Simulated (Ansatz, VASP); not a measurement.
# TiPt3 in VASP and in Ansatz

INCAR

```
PREC = Accurate
ENCUT = 600
EDIFF = 1E-6
ISMEAR = -1
SIGMA = 0.1
LREAL = F
LASPH = T
NELM = 100
ALGO = Normal
ISIF = 3
LWAVE = F
LCHARG = F
GGA = PE
IBRION = 2
NSW = 60
EDIFFG = -0.01
```

Contents of KPOINTS:

```
Automatic mesh
0
Gamma
  9 9 9
```

File POSCAR:

```
TiPt3
1.0
    3.9097780000      0.0000000000      0.0000000000
    0.0000000000      3.9097780000      0.0000000000
    0.0000000000      0.0000000000      3.9097780000
Ti Pt
1 3
Direct
    0.0000000000      0.0000000000      0.0000000000
    0.0000000000      0.5000000000      0.5000000000
    0.5000000000      0.0000000000      0.5000000000
    0.5000000000      0.5000000000      0.0000000000
```

Input for Ansatz:

```yaml
crystal:
  lattice:
    - [3.909778, 0.0, 0.0]
    - [0.0, 3.909778, 0.0]
    - [0.0, 0.0, 3.909778]
  atoms:
    - { symbol: Ti, position: [0.0, 0.0, 0.0] }
    - { symbol: Pt, position: [0.0, 0.5, 0.5] }
    - { symbol: Pt, position: [0.5, 0.0, 0.5] }
    - { symbol: Pt, position: [0.5, 0.5, 0.0] }
  symmetry: { tolerance: 0.0003 }
kpoints:
  mp_grid: { grid: [9, 9, 9], shift: [0, 0, 0] }
magnetization:
  spin_polarized: false
scf:
  occupations: { method: fermi_dirac }
  lower_state_search: "off"
hamiltonian:
  pseudopotentials: { kind: paw }
  xc: pbe
basis:
  ecutwfc: 420
  fft_grid_basis: typed
relax:
  max_steps: 40
  cell: { p_target: 0.0 }
output:
  forces: true
  stress: true
  eigenvalues: true
  bader: true
  populations: true
  elf: true
  write_potential: true
  volumetric_format: npy
  dos:
    e_range: [-12, 8]
    de: 0.05
    projected: { site_lists: { Pt: [Pt], Ti: [Ti] } }
  write_density: true
checkpoint:
  read: saved_state
```

Alike in both runs: task relaxation of cell and atoms; functional PBE; k mesh 9 × 9 × 9; no spin polarisation.

```csv
,VASP,Ansatz
version,VASP 6.6.1,Ansatz 0.2.0
potentials or method,"VASP PAW PBE potentials, release 64 (Ti_sv, Pt)",PAW plane waves
plane-wave cutoff (eV),600,420
occupations,"fermi-dirac, width 0.1 eV",fermi-dirac
valence electrons in the cell,42,66
```

VASP gave:

```
relaxed volume (Å³/atom)                                     : 15.37
relaxed cell length with the largest relative difference (Å) : 3.947
energy change over the relaxation (meV/atom)                 : -9
```

Q: Which values does Ansatz return?

A: Relaxed volume (Å³/atom): 15.39; relaxed cell length with the largest relative difference (Å): 3.948; energy change over the relaxation (meV/atom): -10.

The two sets of potentials don't hold the same shells in valence.

The runs have no spin-orbit coupling, so splittings on Pt are missing. PBE usually gives volumes a little too large and moduli too small. Zero-point motion and thermal expansion aren't in these numbers.
